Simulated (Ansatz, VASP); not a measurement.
# One calculation of CdS, two programs

Contents of INCAR:

```
SYSTEM = CdS
PREC     = Accurate       ! precision mode
ENCUT    = 520            ! plane-wave cutoff, eV
EDIFF    = 1E-6           ! SCF threshold, eV
ISMEAR   = 0              ! smearing method
SIGMA    = 0.03           ! smearing width, eV
LREAL    = .False.        ! projectors in reciprocal space
LASPH    = .True.         ! aspherical terms in the spheres
NELM     = 100            ! most SCF steps
ALGO     = Normal         ! electronic algorithm
ISIF     = 2              ! what is computed and relaxed
LWAVE    = .False.        ! write WAVECAR
LCHARG   = .False.        ! write CHGCAR
GGA      = PE             ! functional
NBANDS   = 16             ! bands
```

File KPOINTS:

```
Automatic mesh
0
Gamma
  10 10 10
  0 0 0
```

File POSCAR:

```
CdS
1.0
    0.0000000000      2.8220751000      2.8909062000
    2.8220751000      0.0000000000      2.8909062000
    2.8220751000      2.8220751000      0.0000000000
Cd S
1 1
Direct
    0.0000000000      0.0000000000      0.0000000000
    0.5000000000      0.5000000000      0.5000000000
```

Input for Ansatz:

```yaml
crystal:
  lattice:
    - [0.0, 2.8220751, 2.8909062]
    - [2.8220751, 0.0, 2.8909062]
    - [2.8220751, 2.8220751, 0.0]
  atoms:
    - { symbol: Cd, position: [0.0, 0.0, 0.0] }
    - { symbol: S, position: [0.5, 0.5, 0.5] }
basis:
  ecutwfc: 420
kpoints:
  mp_grid: { grid: [10, 10, 10] }
hamiltonian:
  xc: pbe
scf:
  occupations: { method: gaussian, width: 0.03 }
output:
  forces: true
  stress: true
  eigenvalues: true
```

Change from the starting cell: strain +0.025 along x and y, +0.050 along z, atoms carried along.

Alike in both runs: task single point; functional PBE; k mesh 10 × 10 × 10; occupations gaussian, width 0.03 eV; no spin polarisation.

|  | VASP | Ansatz |
| --- | --- | --- |
| version | VASP 6.6.1 | Ansatz 0.2.0 |
| potentials or method | VASP PAW PBE potentials, release 64 (Cd, S) | scalar-relativistic, plane waves, PAW |
| plane-wave cutoff (eV) | 520 | 420 |
| valence electrons in the cell | 18 | 26 |

Ansatz gave:

* gap on the k mesh at the Fermi level (eV): 0.15
* least direct gap on the mesh (eV): 0.89
* pressure (GPa): -5.8
* largest component of the traceless stress (GPa): 0.42

**Question.** Estimate VASP's values.

**Answer.** gap on the k mesh at the Fermi level (eV): 0.14; least direct gap on the mesh (eV): 0.87; pressure (GPa): -5.6; largest component of the traceless stress (GPa): 0.45.

With one functional, cell and mesh, what is left measures potentials, basis and numerics. The two sets of potentials don't hold the same shells in valence.
